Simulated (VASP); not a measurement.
# Co in VASP: reference runs

Reference runs on Co: the cell as given.

Everything below comes from runs of VASP 6.6.1. Logs are shortened: lines on timing, memory, paths and dates and some standing lists are left out, and cuts for length are marked.

**1. The cell of the first run**

The cell holds a slab with vacuum, 6 atoms: a = 2.487 Å, b = 2.487 Å, c = 25.238 Å, α = 90.00°, β = 90.00°, γ = 120.00°.

The slab is cut from a database's or a generator's crystal, which needn't be the stable form of the element.

**2. Single point, PBE, collinear spin, ferromagnetic start (the (0 0 1) slab of Co, cut from the database cell, not relaxed)**

INCAR

```
  PREC = Accurate
  ENCUT = 520
  EDIFF = 1E-7
  ISMEAR = -1
  SIGMA = 0.05
  LREAL = False
  LASPH = True
  NELM = 150
  ALGO = Normal
  ISIF = 2
  LWAVE = False
  LCHARG = False
  ISPIN = 2
  MAGMOM = 2 2 2 2 2 2
  LORBIT = 11
  LMAXMIX = 4
  LDIPOL = True
  IDIPOL = 3
  DIPOL = 0.5 0.5 0.500
  GGA = PE
  NBANDS = 40
```

KPOINTS

```
Automatic mesh
0
Gamma
  12 12 1
```

POSCAR

```
Co
1.0
    2.4873648738      0.0000000000      0.0000000000
   -1.2436824369      2.1541211692      0.0000000000
    0.0000000000      0.0000000000     25.2383599541
Co
6
Direct
    0.3333333300      0.6666666600      0.2971666944
    0.6666666700      0.3333333400      0.3808401562
    0.3333333300      0.6666666600      0.4581632691
    0.6666666700      0.3333333400      0.5418367309
    0.3333333300      0.6666666600      0.6191598438
    0.6666666700      0.3333333400      0.7028333056
```

Potentials or basis: VASP PAW PBE potentials, release 64 (Co).

Started as:

```console
cat potpaw_PBE.64/Co/POTCAR > POTCAR
mpirun -np 1 vasp_std > vasp.out
```

OUTCAR:

```text
PREC = Accurate
   ENCUT = 520
   EDIFF = 1E-7
   ISMEAR = -1
   LREAL = False
   LASPH = True
   NELM = 150
   ISIF = 2
   ISPIN = 2
   LORBIT = 11
   GGA = PE

 ion  position               nearest neighbor table
   1  0.333  0.667  0.297-   2 2.55   2 2.55   2 2.55
   2  0.667  0.333  0.381-   3 2.42   3 2.42   3 2.42   1 2.55   1 2.55   1 2.55
   3  0.333  0.667  0.458-   2 2.42   2 2.42   2 2.42   4 2.55   4 2.55   4 2.55
   4  0.667  0.333  0.542-   5 2.42   5 2.42   5 2.42   3 2.55   3 2.55   3 2.55
   5  0.333  0.667  0.619-   4 2.42   4 2.42   4 2.42   6 2.55   6 2.55   6 2.55
   6  0.667  0.333  0.703-   5 2.55   5 2.55   5 2.55

  LATTYP: Found a hexagonal cell.
 ALAT       =     2.4873648738
 C/A-ratio  =    10.1466255393

  Lattice vectors:

 A1 = (   2.4873648738,   0.0000000000,   0.0000000000)
 A2 = (  -1.2436824369,   2.1541211692,   0.0000000000)
 A3 = (   0.0000000000,   0.0000000000,  25.2383599541)

Analysis of symmetry for initial positions (statically):
=====================================================================
 Subroutine PRICEL returns:
 Original cell was already a primitive cell.

 Routine SETGRP: Setting up the symmetry group for a
 hexagonal supercell.

 Subroutine GETGRP returns: Found 12 space group operations
 (whereof 12 operations were pure point group operations)
 out of a pool of 24 trial point group operations.

The static configuration has the point symmetry D_3d.

Analysis of symmetry for dynamics (positions and initial velocities):
=====================================================================
 Subroutine PRICEL returns:
 Original cell was already a primitive cell.

 Routine SETGRP: Setting up the symmetry group for a
 hexagonal supercell.

 Subroutine GETGRP returns: Found 12 space group operations
 (whereof 12 operations were pure point group operations)
 out of a pool of 24 trial point group operations.

The dynamic configuration has the point symmetry D_3d.

Analysis of structural, dynamic, and magnetic symmetry:
=====================================================================
 Subroutine PRICEL returns:
 Original cell was already a primitive cell.

 Routine SETGRP: Setting up the symmetry group for a
 hexagonal supercell.

 Subroutine GETGRP returns: Found 12 space group operations
 (whereof 12 operations were pure point group operations)
 out of a pool of 24 trial point group operations.

The overall configuration has the point symmetry D_3d.

 Subroutine INISYM returns: Found 12 space group operations
 (whereof 12 operations are pure point group operations),
 and found     1 'primitive' translations

----------------------------------------------------------------------------------------

                                     Primitive cell

  volume of cell :     135.2293

  direct lattice vectors                    reciprocal lattice vectors
     2.487364874  0.000000000  0.000000000     0.402031889  0.232113220  0.000000000
    -1.243682437  2.154121169  0.000000000     0.000000000  0.464226439  0.000000000
     0.000000000  0.000000000 25.238359954     0.000000000  0.000000000  0.039622226

  length of vectors
     2.487364874  2.487364874 25.238359954     0.464226439  0.464226439  0.039622226

  position of ions in fractional coordinates (direct lattice)
     0.333333330  0.666666660  0.297166694
     0.666666670  0.333333340  0.380840156
     0.333333330  0.666666660  0.458163269
     0.666666670  0.333333340  0.541836731
     0.333333330  0.666666660  0.619159844
     0.666666670  0.333333340  0.702833306

  ion indices of the primitive-cell ions
   primitive index   ion index
                 1           1
                 2           2
                 3           3
                 4           4
                 5           5
                 6           6

[... 33 lines left out ...]
  0.416667  0.000000  0.000000      6.000000
[... 11 lines left out ...]
  0.333333  0.250000  0.000000     12.000000
  0.333333  0.333333  0.000000      2.000000
   k-points           NKPTS =     19   k-points in BZ     NKDIM =     19   number of bands    NBANDS=     40
   number of dos      NEDOS =    301   number of ions     NIONS =      6
   total plane-waves  NPLWV =  62208
   dimension x,y,z NGX =    18 NGY =   18 NGZ =  192
   dimension x,y,z NGXF=    36 NGYF=   36 NGZF=  384
   ions per type =               6
   NGX,Y,Z   is equivalent  to a cutoff of  12.03, 12.03, 12.65 a.u.
   NGXF,Y,Z  is equivalent  to a cutoff of  24.06, 24.06, 25.29 a.u.
 SYSTEM =  unknown system
   PREC   = accura    normal or accurate (medium, high low for compatibility)
   ISTART =      0    job   : 0-new  1-cont  2-samecut
   ICHARG =      2    charge: 1-file 2-atom 10-const
   ISPIN  =      2    spin polarized calculation?
   LNONCOLLINEAR =      F non collinear calculations
   LSORBIT =      F    spin-orbit coupling
   LASPH  =      T    aspherical Exc in radial PAW
   ENCUT  =  520.0 eV  38.22 Ry    6.18 a.u.   4.62  4.62 46.93*2*pi/ulx,y,z
   NELM   =    150;   NELMIN=  2; NELMDL= -5     # of ELM steps
   EDIFF  = 0.1E-06   stopping-criterion for ELM
   LREAL  =      F    real-space projection
   EDIFFG = 0.1E-05   stopping-criterion for IOM
   NSW    =      0    number of steps for IOM
   IBRION =     -1    ionic relax: 0-MD 1-quasi-New 2-CG
   NFREE  =      0    steps in history (QN), initial steepest desc. (CG)
   ISIF   =      2    stress and relaxation
   ISYM   =      2    0-nonsym 1-usesym 2-fastsym
   POTIM  = 0.5000    time-step for ionic-motion
   TEBEG  =    0.0;   TEEND  =   0.0 temperature during run
   PSTRESS=    0.0 pullay stress
   NELECT =      54.0000    total number of electrons
   NUPDOWN=      -1.0000    fix difference up-down
   EMIN   =  10.00;   EMAX   =-10.00  energy-range for DOS
   EFERMI =   0.00;   METHOD = LEGACY
   ISMEAR =    -1;   SIGMA  =   0.05  broadening in eV -4-tet -1-fermi 0-gaus
   EFERMI_NEDOS =   21; number of points for ismear=-14 and -15
   IALGO  =     38    algorithm
   IMIX   =      4    mixing-type and parameters
     AMIX     =   0.40;   BMIX     =  1.00
     AMIX_MAG =   1.60;   BMIX_MAG =  1.00
  volume/ion in A,a.u.               =      22.54       152.10
  Fermi-wavevector in a.u.,A,eV,Ry     =   1.205542  2.278145 19.773790  1.453333
  Thomas-Fermi vector in A             =   2.341236
   LORBIT       =     11    0 simple, 1 ext, 2 COOP (PROOUT), +10 PAW based schemes
   GGA     = PE    functional components
   LHFCALC =     F    Hartree Fock is set to
   AEXX    =    0.0000 exact exchange contribution
   IVDW    =     0    specifies the selected vdW correction
   LEPSILON=     F    determine dielectric tensor
   LRPA    =     F    only Hartree local field effects (RPA)
 spin polarized calculation
  energy-cutoff  :      520.00
  volume of cell :      135.23
 maximum number of plane-waves:      3676
   NGX =  9   NGY =  9   NGZ = 93

 number of electron      53.9999999 magnetization       9.9998744

 number of electron      53.9999999 magnetization      10.0009025

 dipolmoment           0.000000      0.000000     -0.000000 electrons x Angstroem

 Free energy of the ion-electron system (eV)
  ---------------------------------------------------
  ext. energy  EPLUGINS =         0.00000000
  ---------------------------------------------------
  free energy    TOTEN  =       -40.63003522 eV

  energy without entropy =      -40.56567303  energy(sigma->0) =      -40.59785412

 E-fermi :   2.4549     XC(G=0):  -7.2783

 val. band max:        2.4526265844   @ k =   0.0833  -0.0000   0.0000
 cond. band min:       2.4552717791   @ k =   0.2500   0.1667   0.0000
 fundamental gap:      0.0026451947
 Fermi energy:         2.4548951435

 spin component 1

 k-point     1 :       0.0000    0.0000    0.0000
  band No.  band energies     occupation
      1      -6.2320      1.00000
      2      -5.5756      1.00000
      3      -4.4662      1.00000
      4      -3.5306      1.00000
      5      -2.8739      1.00000
      6      -2.7171      1.00000
[... 787 lines left out ...]
     38       8.5575      0.00000
     39       9.0489      0.00000
 Fermi energy:         2.4548951435

 spin component 2

 k-point     1 :       0.0000    0.0000    0.0000
  band No.  band energies     occupation
      1      -6.2296      1.00000
      2      -5.5601      1.00000
      3      -4.4178      1.00000
      4      -3.3425      1.00000
      5      -2.3051      1.00000
      6      -1.8527      1.00000
[... 787 lines left out ...]
     38       9.1486      0.00000
     39       9.7115      0.00000
 [bands above 39 left out]

------------------------ aborting loop because EDIFF is reached ----------------------------------------

 vacuum level on the upper side and lower side of the slab       (xc-potential included)        -0.139        -0.139

  FORCE on cell =-STRESS in cart. coord.  units (eV):
  Direction    XX          YY          ZZ          XY          YZ          ZX
  --------------------------------------------------------------------------------------
  -------------------------------------------------------------------------------------
  Total       -1.8430245     -1.8430245     -2.3393948      0.0000000      0.0000000      0.0000000
  in kB      -21.8358921    -21.8358921    -27.7168171      0.0000000      0.0000000      0.0000000
  external PRESSURE =     -23.7962004 kB  Pullay stress =       0.0000000 kB

 VOLUME and BASIS-vectors are now :
 -----------------------------------------------------------------------------
  energy-cutoff  :      520.00
  volume of cell :      135.23
      direct lattice vectors                 reciprocal lattice vectors
     2.487364874  0.000000000  0.000000000     0.402031889  0.232113220  0.000000000
    -1.243682437  2.154121169  0.000000000     0.000000000  0.464226439  0.000000000
     0.000000000  0.000000000 25.238359954     0.000000000  0.000000000  0.039622226

 POSITION                                       TOTAL-FORCE (eV/Angst)
 -----------------------------------------------------------------------------------
      0.00000      1.43608      7.50000         0.000000     -0.000000      0.616946
      1.24368      0.71804      9.61178        -0.000000      0.000000     -0.902106
      0.00000      1.43608     11.56329        -0.000000      0.000000      0.688073
      1.24368      0.71804     13.67507         0.000000      0.000000     -0.688073
      0.00000      1.43608     15.62658        -0.000000     -0.000000      0.902106
      1.24368      0.71804     17.73836         0.000000      0.000000     -0.616946
 -----------------------------------------------------------------------------------
    total drift:                                0.000000      0.000000      0.000000

  FREE ENERGIE OF THE ION-ELECTRON SYSTEM (eV)
  ---------------------------------------------------
  free  energy   TOTEN  =       -40.6300352175 eV

  energy  without entropy=      -40.5656730289  energy(sigma->0) =      -40.59785412

 vacuum level on the upper side and lower side of the slab         7.283         7.283

 total charge

# of ion       s       p       d       tot
------------------------------------------
    1        0.471   0.383   7.216   8.070
    2        0.487   0.519   7.263   8.269
    3        0.488   0.521   7.264   8.273
    4        0.488   0.521   7.264   8.273
    5        0.487   0.519   7.263   8.269
    6        0.471   0.383   7.216   8.070
--------------------------------------------------
tot          2.894   2.845  43.486  49.225

 magnetization (x)

# of ion       s       p       d       tot
------------------------------------------
    1       -0.012  -0.041   1.815   1.761
    2       -0.013  -0.051   1.737   1.673
    3       -0.014  -0.053   1.706   1.638
    4       -0.014  -0.053   1.706   1.638
    5       -0.013  -0.051   1.737   1.673
    6       -0.012  -0.041   1.815   1.761
--------------------------------------------------
tot         -0.079  -0.292  10.516  10.145
```

Run time: 8.2 min. Hardware: 1 thread of Intel Xeon Platinum 8488C (Sapphire Rapids), shared host; peak memory 0.36 GiB.

What came out:

```
Free energy                                           : -40.6300 eV
Largest force                                         : 0.902 eV/Å
Band gap on the k mesh                                : none (metal or under the smearing width)
Net moment                                            : 10.00 μB per cell
Site moments                                          : Co +1.76, +1.67, +1.64 μB
Valence electrons inside the program's atomic spheres : Co 8.07, 8.27
```

Forces on the atoms (eV/Å):
```
Co   0.000  0.000  0.617
Co   0.000  0.000 -0.902
Co   0.000  0.000  0.688
Co   0.000  0.000 -0.688
Co   0.000  0.000  0.902
Co   0.000  0.000 -0.617
```
